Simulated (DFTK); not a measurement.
Crystal: Ge.

```
Ge
1.0
    -1.60842    1.60842    1.87318
     1.60842   -1.60842    1.87318
     1.60842    1.60842   -1.87318
Ge
1
Direct
  0.50000 0.50000 0.00000
```

The cell was built by a generator and needn't be a form met in nature.

Program: DFTK 0.8.2. Alike in all runs: task single point; potentials or basis SG15 1.2 (PBE); no spin polarisation; cell as given; k mesh 12 × 12 × 12; cutoff (eV) 1225; smearing fermi-dirac 0.05 eV.

**Question.** Order these runs on this cell by their pressure, lowest first.
A. level LDA
B. level BLYP
C. level RPBE
D. level AM05

**Answer.** A (-6.6 GPa), D (-3.5 GPa), C (3.7 GPa), B (5.6 GPa).

Caveats: the potentials were made for another functional, which shifts forces and pressure.

Runs at the PBE level aren't shown here.
